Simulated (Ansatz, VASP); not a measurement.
## Two plane-wave programs on ZrB

```
Zr B
1.0
     2.96495    0.00000    0.00000
    -1.48247    2.56772    0.00000
     0.00000    0.00000    4.80203
Zr B
1 1
Direct
  0.00000 0.00000 0.00000
  0.00000 0.00000 0.50000
```

Alike in both runs: functional PBE; k mesh 24 × 24 × 12; occupations gaussian, width 0.1 eV; no spin polarisation.

Ansatz relaxed the structure, and its values are those at the end. VASP's run is a single point on that final structure, the one shown.

|  | VASP | Ansatz |
| --- | --- | --- |
| version | VASP 6.6.1 | Ansatz 0.2.0 |
| potentials or method | VASP PAW PBE potentials, release 64 (Zr_sv, B) | scalar-relativistic, plane waves, PAW |
| plane-wave cutoff (eV) | 520 | 420 |
| valence electrons in the cell | 15 | 15 |

|  | VASP | Ansatz | Ansatz less VASP |
| --- | --- | --- | --- |
| gap on the k mesh at the Fermi level (eV) | none | none | - |
| pressure (GPa) | 0.0 | 0.0 | -0.02 |

A gap of «none» marks a metal or a gap that the smearing closes.
